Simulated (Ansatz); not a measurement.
Consider the substitution at a C–C bond: `OCC(F)(F)F` + `CC(O)F` → `CC(F)OCO` + trifluoromethane.

Isolated molecules relaxed with PBE0-D4/def2-TZVP in Ansatz; ΔE leaves out vibrations. CCSD(T)/CBS adds triple-zeta CCSD(T) − MP2 to the extrapolated MP2 energy (def2 sets, frozen cores). This one scheme is used for every species. Functionals use def2-TZVPP. B3LYP here is the variant with VWN-RPA as its local correlation; programs differ in this. Each species was taken in one conformer, which may not be the lowest.

```json
{"level": "PBE-D4", "ΔE (kJ/mol)": "20.8", "difference from CCSD(T)/CBS": "-3.6"}
{"level": "r2SCAN-D4", "ΔE (kJ/mol)": "24.2", "difference from CCSD(T)/CBS": "-0.2"}
{"level": "PBE0-D4", "ΔE (kJ/mol)": "23.4", "difference from CCSD(T)/CBS": "-1.0"}
{"level": "B3LYP-D4", "ΔE (kJ/mol)": "19.0", "difference from CCSD(T)/CBS": "-5.4"}
{"level": "ωB97X-V", "ΔE (kJ/mol)": "22.4", "difference from CCSD(T)/CBS": "-2.0"}
{"level": "ωB97M-V", "ΔE (kJ/mol)": "25.1", "difference from CCSD(T)/CBS": "0.7"}
{"level": "B2PLYP", "ΔE (kJ/mol)": "19.7", "difference from CCSD(T)/CBS": "-4.7"}
{"level": "PBE", "ΔE (kJ/mol)": "21.4", "difference from CCSD(T)/CBS": "-3.0"}
{"level": "r2SCAN", "ΔE (kJ/mol)": "24.7", "difference from CCSD(T)/CBS": "0.3"}
{"level": "PBE0", "ΔE (kJ/mol)": "24.1", "difference from CCSD(T)/CBS": "-0.3"}
{"level": "B3LYP", "ΔE (kJ/mol)": "19.7", "difference from CCSD(T)/CBS": "-4.7"}
{"level": "HF/def2-TZVPP", "ΔE (kJ/mol)": "19.0", "difference from CCSD(T)/CBS": "-5.4"}
{"level": "MP2/def2-TZVPP", "ΔE (kJ/mol)": "20.8", "difference from CCSD(T)/CBS": "-3.6"}
{"level": "SCS-MP2/def2-TZVPP", "ΔE (kJ/mol)": "18.8", "difference from CCSD(T)/CBS": "-5.6"}
{"level": "CCSD/def2-TZVPP", "ΔE (kJ/mol)": "21.2", "difference from CCSD(T)/CBS": "-3.2"}
{"level": "CCSD(T)/def2-TZVPP", "ΔE (kJ/mol)": "20.3", "difference from CCSD(T)/CBS": "-4.1"}
{"level": "HF/def2-QZVPP", "ΔE (kJ/mol)": "18.9", "difference from CCSD(T)/CBS": "-5.5"}
{"level": "MP2/def2-QZVPP", "ΔE (kJ/mol)": "23.1", "difference from CCSD(T)/CBS": "-1.3"}
{"level": "SCS-MP2/def2-QZVPP", "ΔE (kJ/mol)": "21.1", "difference from CCSD(T)/CBS": "-3.3"}
{"level": "HF/CBS(def2)", "ΔE (kJ/mol)": "18.9", "difference from CCSD(T)/CBS": "-5.5"}
{"level": "MP2/CBS(def2)", "ΔE (kJ/mol)": "24.9", "difference from CCSD(T)/CBS": "0.5"}
{"level": "CCSD/CBS(def2)", "ΔE (kJ/mol)": "25.3", "difference from CCSD(T)/CBS": "0.9"}
{"level": "CCSD(T)/CBS", "ΔE (kJ/mol)": "24.4", "difference from CCSD(T)/CBS": "0"}
```

Largest T1 diagnostic among the species: 0.012.

CCSD(T)/CBS has its own doubt, a few kJ/mol and more with outer-core shells, so smaller differences from it don't rank the levels.
